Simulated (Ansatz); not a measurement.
Crystal: Re.

```
CELL_PARAMETERS angstrom
2.76080 0.00000 0.00000
-1.38040 2.39092 0.00000
0.00000 0.00000 4.45820
ATOMIC_POSITIONS crystal
Re 0.66667 0.33333 0.75000
Re 0.33333 0.66667 0.25000
```

Base run:

| Item | Value |
| --- | --- |
| Program | Ansatz 0.2.0 |
| Functional | RPBE |
| Potentials or basis | all-electron LAPW, scalar-relativistic |
| Cutoff | 281 eV (chosen from the basis error) |
| Basis error allowed | 0.001 eV/atom |
| k mesh | 11 × 11 × 6 |
| Occupations | fermi-dirac, width 0.05 eV |
| Spin | no spin polarisation |

Its results: pressure 10.0 GPa.

The run is repeated on the same cell with these changes: functional from RPBE to LDA. What comes out?

Pressure -10.0 GPa.

LDA binds more tightly than RPBE, so the same cell stands under less pressure.
